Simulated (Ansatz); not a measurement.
**Al$_{2}$Ru: how the energy converges with the cutoff**

Al$_{2}$Ru, Fddd, a = 4.705 Å, b = 7.980 Å, c = 8.783 Å. The structure is a Materials Project entry; whether it is the stable form wasn't checked. Ansatz: PBEsol, PAW, cutoff varied, Γ-centred 10×10×10 mesh on 6 atoms, Gaussian smearing 0.01 eV; no spin polarisation. Single points at one geometry, the cutoff alone changed; ΔE is the energy at zero smearing over the run at 850 eV (runs within 0.3 meV/atom of it are left out). The runs up to 380 eV lie under the cutoff recommended for these PAW datasets.

| cutoff (eV) | ΔE (meV/atom) |
| --- | --- |
| 150 | ? |
| 200 | 3216.65 |
| 250 | 599.43 |
| 300 | 83.61 |
| 350 | 8.79 |
| 380 | 2.65 |
| 420 | 1.03 |
| 460 | 0.60 |

Problem. Assume ΔE falls exponentially with the cutoff, fit y = ln ΔE against x, the cutoff in eV, to the other rows, and predict the missing value.

Solution. y = 8.076, 6.396, 4.426, 2.174, 0.975, 0.030, -0.511. Means x = 337.1, y = 3.0809; Σ(Δx)² = 51743, ΣΔxΔy = -1820; the slope is their ratio. y = 14.94 − 0.03517 x, a factor of ten per 65 eV. At 150 eV this gives ΔE = 15748.49 meV/atom. The run gave 15855.99, a ratio of 0.99. Between neighbouring rows the decay runs from a factor of ten per 51 eV to one per 170 eV, so one exponential is only a rough guide. The fast fall gives way to a slow tail, so a fit to low cutoffs promises convergence too early.